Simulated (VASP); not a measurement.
# CdS (F-43m) in VASP: notebook

The runs below take CdS through relaxation of cell and atoms, with PBEsol.

Program: VASP 6.6.1. These are calculated values, not measurements. Logs are shortened: lines on timing, memory, paths and dates and some standing lists are left out, and cuts for length are marked.

### Step 1. The crystal as given

Symmetry: F-43m, No. 216, cubic system. Conventional cell: a = 5.833 Å, b = 5.833 Å, c = 5.833 Å, α = 90.00°, β = 90.00°, γ = 90.00°. Cd (site symmetry -43m) is surrounded by 4 S at 2.53 Å. S (site symmetry -43m) has 4 Cd at 2.53 Å as nearest neighbours.

### Step 2. Relaxation of cell and atoms, PBEsol

File INCAR:

```
SYSTEM = CdS
  ALGO = Normal
  EDIFF = 1E-6
  EDIFFG = -0.01
  ENCUT = 600
  GGA = PS
  IBRION = 2
  ISIF = 3
  ISMEAR = 0
  LASPH = .True.
  LCHARG = .False.
  LREAL = .False.
  LWAVE = .False.
  NELM = 80
  NSW = 90
  PREC = Accurate
  SIGMA = 0.03
```

File KPOINTS:

```
k-points
0
Gamma
  8 8 8
  0 0 0
```

File POSCAR:

```
CdS
1.0
    0.0000000000      2.9165000000      2.9165000000
    2.9165000000      0.0000000000      2.9165000000
    2.9165000000      2.9165000000      0.0000000000
Cd S
1 1
Direct
    0.0000000000      0.0000000000      0.0000000000
    0.2500000000      0.2500000000      0.2500000000
```

Potentials or basis: VASP PAW PBE potentials, release 64 (Cd, S).

On the command line:

```
$ cat potpaw_PBE.64/Cd/POTCAR potpaw_PBE.64/S/POTCAR > POTCAR
$ mpirun -np 1 vasp_std > vasp.out
```

OUTCAR:

```text
SYSTEM = CdS
   EDIFF = 1E-6
   EDIFFG = -0.01
   ENCUT = 600
   GGA = PS
   IBRION = 2
   ISIF = 3
   ISMEAR = 0
   LASPH = .True.
   LREAL = .False.
   NELM = 80
   NSW = 90
   PREC = Accurate

 ion  position               nearest neighbor table
   1  0.000  0.000  0.000-   2 2.53   2 2.53   2 2.53   2 2.53
   2  0.250  0.250  0.250-   1 2.53   1 2.53   1 2.53   1 2.53

  LATTYP: Found a face centered cubic cell.
 ALAT       =     5.8330000000

  Lattice vectors:

 A1 = (   0.0000000000,   2.9165000000,   2.9165000000)
 A2 = (   2.9165000000,   0.0000000000,   2.9165000000)
 A3 = (   2.9165000000,   2.9165000000,   0.0000000000)

Analysis of symmetry for initial positions (statically):
=====================================================================
 Subroutine PRICEL returns:
 Original cell was already a primitive cell.

 Routine SETGRP: Setting up the symmetry group for a
 face centered cubic supercell.

 Subroutine GETGRP returns: Found 24 space group operations
 (whereof 24 operations were pure point group operations)
 out of a pool of 48 trial point group operations.

The static configuration has the point symmetry T_d .

Analysis of symmetry for dynamics (positions and initial velocities):
=====================================================================
 Subroutine PRICEL returns:
 Original cell was already a primitive cell.

 Routine SETGRP: Setting up the symmetry group for a
 face centered cubic supercell.

 Subroutine GETGRP returns: Found 24 space group operations
 (whereof 24 operations were pure point group operations)
 out of a pool of 48 trial point group operations.

The dynamic configuration has the point symmetry T_d .

 Subroutine INISYM returns: Found 24 space group operations
 (whereof 24 operations are pure point group operations),
 and found     1 'primitive' translations

----------------------------------------------------------------------------------------

                                     Primitive cell

  volume of cell :      49.6153

  direct lattice vectors                    reciprocal lattice vectors
     0.000000000  2.916500000  2.916500000    -0.171438368  0.171438368  0.171438368
     2.916500000  0.000000000  2.916500000     0.171438368 -0.171438368  0.171438368
     2.916500000  2.916500000  0.000000000     0.171438368  0.171438368 -0.171438368

  length of vectors
     4.124553855  4.124553855  4.124553855     0.296939964  0.296939964  0.296939964

  position of ions in fractional coordinates (direct lattice)
     0.000000000  0.000000000  0.000000000
     0.250000000  0.250000000  0.250000000

  ion indices of the primitive-cell ions
   primitive index   ion index
                 1           1
                 2           2

----------------------------------------------------------------------------------------

 KPOINTS: k-points

Automatic generation of k-mesh.
 Grid dimensions read from file:
 generate k-points for:    8    8    8

 Generating k-lattice:

  Cartesian coordinates                     Fractional coordinates (reciprocal lattice)
    -0.021429796  0.021429796  0.021429796     0.125000000  0.000000000  0.000000000
     0.021429796 -0.021429796  0.021429796     0.000000000  0.125000000  0.000000000
     0.021429796  0.021429796 -0.021429796     0.000000000  0.000000000  0.125000000

  Length of vectors
     0.037117495  0.037117495  0.037117495

  Shift w.r.t. Gamma in fractional coordinates (k-lattice)
     0.000000000  0.000000000  0.000000000

 Subroutine IBZKPT returns following result:
[... 54 lines left out ...]
   NFREE  =      1    steps in history (QN), initial steepest desc. (CG)
   ISIF   =      3    stress and relaxation
   ISYM   =      2    0-nonsym 1-usesym 2-fastsym
   POTIM  = 0.5000    time-step for ionic-motion
   TEBEG  =    0.0;   TEEND  =   0.0 temperature during run
   PSTRESS=    0.0 pullay stress
   NELECT =      18.0000    total number of electrons
   NUPDOWN=      -1.0000    fix difference up-down
   EMIN   =  10.00;   EMAX   =-10.00  energy-range for DOS
   EFERMI =   0.00;   METHOD = LEGACY
   ISMEAR =     0;   SIGMA  =   0.03  broadening in eV -4-tet -1-fermi 0-gaus
   EFERMI_NEDOS =   21; number of points for ismear=-14 and -15
   IALGO  =     38    algorithm
   IMIX   =      4    mixing-type and parameters
     AMIX     =   0.40;   BMIX     =  1.00
     AMIX_MAG =   1.60;   BMIX_MAG =  1.00
  volume/ion in A,a.u.               =      24.81       167.41
  Fermi-wavevector in a.u.,A,eV,Ry     =   1.167599  2.206442 18.548649  1.363287
  Thomas-Fermi vector in A             =   2.304097
   LORBIT       =      0    0 simple, 1 ext, 2 COOP (PROOUT), +10 PAW based schemes
   GGA     = PS    functional components
   LHFCALC =     F    Hartree Fock is set to
   AEXX    =    0.0000 exact exchange contribution
   IVDW    =     0    specifies the selected vdW correction
   LEPSILON=     F    determine dielectric tensor
   LRPA    =     F    only Hartree local field effects (RPA)
 conjugate gradient relaxation of ions
 non-spin polarized calculation
 Gauss-broadening in eV      SIGMA  =   0.03
  energy-cutoff  :      600.00
  volume of cell :       49.62
 maximum number of plane-waves:      1676
 NGX is ok and might be reduce to    36
   NGX = 17   NGY = 17   NGZ = 17

--------------------------------------- Ionic step        1  -------------------------------------------

 number of electron      17.9999999 magnetization

 Free energy of the ion-electron system (eV)
  ---------------------------------------------------
  ext. energy  EPLUGINS =         0.00000000
  ---------------------------------------------------
  free energy    TOTEN  =        -6.81366467 eV

  energy without entropy =       -6.81366467  energy(sigma->0) =       -6.81366467

------------------------ aborting loop because EDIFF is reached ----------------------------------------

  FORCE on cell =-STRESS in cart. coord.  units (eV):
  Direction    XX          YY          ZZ          XY          YZ          ZX
  --------------------------------------------------------------------------------------
  -------------------------------------------------------------------------------------
  Total        0.0278737      0.0278737      0.0278737      0.0000000      0.0000000      0.0000000
  in kB        0.9000978      0.9000978      0.9000978      0.0000000      0.0000000      0.0000000
  external PRESSURE =       0.9000978 kB  Pullay stress =       0.0000000 kB

 VOLUME and BASIS-vectors are now :
 -----------------------------------------------------------------------------
  energy-cutoff  :      600.00
  volume of cell :       49.62
      direct lattice vectors                 reciprocal lattice vectors
     0.000000000  2.916500000  2.916500000    -0.171438368  0.171438368  0.171438368
     2.916500000  0.000000000  2.916500000     0.171438368 -0.171438368  0.171438368
     2.916500000  2.916500000  0.000000000     0.171438368  0.171438368 -0.171438368

 POSITION                                       TOTAL-FORCE (eV/Angst)
 -----------------------------------------------------------------------------------
      0.00000      0.00000      0.00000        -0.000000     -0.000000      0.000000
      1.45825      1.45825      1.45825         0.000000      0.000000     -0.000000
 -----------------------------------------------------------------------------------
    total drift:                               -0.000000     -0.000000     -0.000000

  FREE ENERGIE OF THE ION-ELECTRON SYSTEM (eV)
  ---------------------------------------------------
  free  energy   TOTEN  =        -6.8136646705 eV

  energy  without entropy=       -6.8136646705  energy(sigma->0) =       -6.81366467

--------------------------------------- Ionic step        2  -------------------------------------------

 number of electron      17.9999999 magnetization

 Free energy of the ion-electron system (eV)
  ---------------------------------------------------
  ext. energy  EPLUGINS =         0.00000000
  ---------------------------------------------------
  free energy    TOTEN  =        -6.81367957 eV

  energy without entropy =       -6.81367957  energy(sigma->0) =       -6.81367957

 E-fermi :   1.3564     XC(G=0):  -9.3687

 val. band max:        1.1941215549   @ k =   0.0000   0.0000   0.0000
 cond. band min:       2.1983652825   @ k =   0.0000   0.0000   0.0000
 fundamental gap:      1.0042437276
 Fermi energy:         1.3564161650

 k-point     1 :       0.0000    0.0000    0.0000
  band No.  band energies     occupation
      1     -11.1777      2.00000
      2      -6.5277      2.00000
      3      -6.5277      2.00000
      4      -6.5277      2.00000
      5      -6.0423      2.00000
      6      -6.0423      2.00000
      7       1.1941      2.00000
      8       1.1941      2.00000
      9       1.1941      2.00000
     10       2.1984      0.00000
     11       7.6396      0.00000
     12       7.6396      0.00000
     13       7.6396      0.00000
[... 354 lines left out ...]
  band No.  band energies     occupation
      1     -10.6748      2.00000
      2      -6.3635      2.00000
      3      -6.3241      2.00000
      4      -6.0700      2.00000
      5      -6.0158      2.00000
      6      -5.5477      2.00000
      7      -2.9801      2.00000
      8      -0.7765      2.00000
      9      -0.0447      2.00000
     10       5.4790      0.00000
     11       6.8833      0.00000
     12       8.3109      0.00000
     13       9.4533      0.00000

 [... further k-points ...]
[... 5 lines left out ...]
  --------------------------------------------------------------------------------------
  -------------------------------------------------------------------------------------
  Total       -0.0105613     -0.0105613     -0.0105613     -0.0000000     -0.0000000     -0.0000000
  in kB       -0.3403578     -0.3403578     -0.3403578     -0.0000000     -0.0000000     -0.0000000
  external PRESSURE =      -0.3403578 kB  Pullay stress =       0.0000000 kB

 VOLUME and BASIS-vectors are now :
 -----------------------------------------------------------------------------
  energy-cutoff  :      600.00
  volume of cell :       49.72
      direct lattice vectors                 reciprocal lattice vectors
     0.000000000  2.918460913  2.918460913    -0.171323179  0.171323179  0.171323179
     2.918460913  0.000000000  2.918460913     0.171323179 -0.171323179  0.171323179
     2.918460913  2.918460913  0.000000000     0.171323179  0.171323179 -0.171323179

 POSITION                                       TOTAL-FORCE (eV/Angst)
 -----------------------------------------------------------------------------------
      5.83692      2.91846      2.91846         0.000000      0.000000      0.000000
      1.45923      1.45923      1.45923        -0.000000     -0.000000     -0.000000
 -----------------------------------------------------------------------------------
    total drift:                               -0.000000     -0.000000     -0.000000

  FREE ENERGIE OF THE ION-ELECTRON SYSTEM (eV)
  ---------------------------------------------------
  free  energy   TOTEN  =        -6.8136795676 eV

  energy  without entropy=       -6.8136795676  energy(sigma->0) =       -6.81367957

 reached required accuracy - stopping structural energy minimisation
```

Wall time 40 s (1 thread of AMD EPYC 7R13 (Zen 3), shared host); peak memory 0.19 GiB.

What came out:

```
Free energy                            : -6.8137 eV
Relaxed volume                         : 24.86 Å³/atom
Relaxed cell                           : a = 4.127 Å, b = 4.127 Å, c = 4.127 Å, α = 60.00°, β = 60.00°, γ = 60.00°
Space group after relaxing (to 0.05 Å) : F-43m (No. 216)
Energy gained by relaxing              : 0.0 meV/atom
Ionic steps                            : 2
Pressure after relaxing                : 0.0 GPa
Band gap on the k mesh                 : 1.00 eV, direct
```

Final structure:
```cif
data_structure
_symmetry_space_group_name_H-M 'P 1'
_symmetry_Int_Tables_number 1
_cell_length_a 4.1273
_cell_length_b 4.1273
_cell_length_c 4.1273
_cell_angle_alpha 60.000
_cell_angle_beta 60.000
_cell_angle_gamma 60.000
_cell_volume 49.72
loop_
_atom_site_label
_atom_site_type_symbol
_atom_site_fract_x
_atom_site_fract_y
_atom_site_fract_z
_atom_site_occupancy
Cd1 Cd 0.00000 0.00000 0.00000 1
S1 S 0.25000 0.25000 0.25000 1
```

Caveat: the PAW data sets were made with another functional, which shifts forces and pressure a little. PBEsol gaps usually lie below the measured ones, often by a third to a half.

### Step 3. Relaxation of cell and atoms, PBEsol

This run uses another cell than the first one, of 24.86 Å³/atom, 1.002 times its volume.

INCAR: that of step 2 with these lines changed.

```diff
@@ -2,4 +2,4 @@
   ALGO = Normal
-  EDIFF = 1E-6
-  EDIFFG = -0.01
+  EDIFF = 1E-7
+  EDIFFG = -0.005
   ENCUT = 600
```

KPOINTS is that of step 2.

File POSCAR:

```
CdS                                     
1.0
    0.0000000000      2.9184609125      2.9184609125
    2.9184609125      0.0000000000      2.9184609125
    2.9184609125      2.9184609125      0.0000000000
  Cd              S             
     1     1
Direct
     0.0000000000000000    1.0000000000000000    1.0000000000000000
     0.2500000000000000    0.2500000000000000    0.2500000000000000
```

Potentials or basis: VASP PAW PBE potentials, release 64 (Cd, S).

On the command line:

```
$ cat potpaw_PBE.64/Cd/POTCAR potpaw_PBE.64/S/POTCAR > POTCAR
$ mpirun -np 1 vasp_std > vasp.out
```

Wall time 55 s (1 thread of AMD EPYC 7R13 (Zen 3), shared host); peak memory 0.19 GiB.

Results (log left out):

| Item | Value |
| --- | --- |
| Free energy | -6.8137 eV |
| Relaxed volume | 24.84 Å³/atom |
| Relaxed cell | a = 4.126 Å, b = 4.126 Å, c = 4.126 Å, α = 60.00°, β = 60.00°, γ = 60.00° |
| Space group after relaxing (to 0.05 Å) | F-43m (No. 216) |
| Energy gained by relaxing | 0.0 meV/atom |
| Ionic steps | 2 |
| Pressure after relaxing | 0.0 GPa |
| Band gap on the k mesh | 1.01 eV, direct |

Final structure:
```cif
data_structure
_symmetry_space_group_name_H-M 'P 1'
_symmetry_Int_Tables_number 1
_cell_length_a 4.1262
_cell_length_b 4.1262
_cell_length_c 4.1262
_cell_angle_alpha 60.000
_cell_angle_beta 60.000
_cell_angle_gamma 60.000
_cell_volume 49.67
loop_
_atom_site_label
_atom_site_type_symbol
_atom_site_fract_x
_atom_site_fract_y
_atom_site_fract_z
_atom_site_occupancy
Cd1 Cd 0.00000 0.00000 0.00000 1
S1 S 0.25000 0.25000 0.25000 1
```

Levels at points of the mesh, in eV from the valence-band top:
| k point | band 5 | band 6 | band 7 | band 8 | band 9 | band 10 | band 11 | band 12 | band 13 |
| --- | --- | --- | --- | --- | --- | --- | --- | --- | --- |
| (0.00, 0.00, 0.00) | -7.24 | -7.24 | 0.00 | 0.00 | 0.00 | 1.01 | 6.45 | 6.45 | 6.45 |
| (0.50, 0.00, 0.00) | -7.20 | -6.86 | -4.47 | -0.76 | -0.76 | 2.89 | 6.91 | 6.91 | 7.33 |
| (0.50, 0.50, 0.00) | -7.15 | -6.80 | -4.01 | -1.91 | -1.91 | 3.39 | 4.25 | 9.07 | 10.66 |

Caveat: the PAW data sets were made with another functional, which shifts forces and pressure a little.
